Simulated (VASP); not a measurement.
VASP inputs for GaN (strained zincblende)

INCAR

```
ENCUT = 520
SIGMA = 0.01
ISMEAR = 0
METAGGA = R2SCAN
LREAL = .FALSE.
IBRION = -1
NELM = 120
ISIF = 2
PREC = Accurate
LCHARG = .TRUE.
ALGO = Normal
NSW = 0
EDIFF = 1E-7
LELF = .TRUE.
NBANDS = 16
LWAVE = .FALSE.
LASPH = .TRUE.
```

KPOINTS

```
KPOINTS created by Atomic Simulation Environment
0
Gamma
10 10 10
0 0 0
```

KPOINTS_OPT

```
special points
6
Reciprocal
0.0000000000 0.0000000000 0.0000000000 1
-0.5000000000 -0.5000000000 0.0000000000 1
-0.3750000000 -0.3750000000 0.2500000000 1
-0.3750000000 0.0000000000 0.3750000000 1
0.0000000000 0.0000000000 0.5000000000 1
-0.5000000000 -0.2500000000 0.2500000000 1
```

POSCAR

```
Ga N
 1.0000000000000000
     0.0000000000000000    2.3784923295999998    2.2489526566000002
     2.3784923295999998    0.0000000000000000    2.2489526566000002
     2.3784923295999998    2.3784923295999998    0.0000000000000000
 Ga  N
   1   1
Cartesian
  0.0000000000000000  0.0000000000000000  0.0000000000000000
  1.1892461647999999  1.1892461647999999  1.1244763283000001
```

VASP ran with the recommended PBE PAW datasets (18 valence electrons in the cell).

Problem. Estimate the main results of this run.

Solution. gap between bands v and c 1.25 eV; least direct gap 1.25 eV; pressure -16.7 GPa.

Band v is the last that the valence electrons fill when counted band by band, and c is the next. Levels in eV from the top of v:

```
point    v−1      v     c    c+1
    Γ  -0.22   0.00  1.25  10.06
    X  -2.83  -2.83  3.39   5.85
    K  -3.95  -1.97  5.28   7.60
    L  -1.21  -0.83  4.20   8.72
    W  -3.45  -3.34  6.22   7.75
```
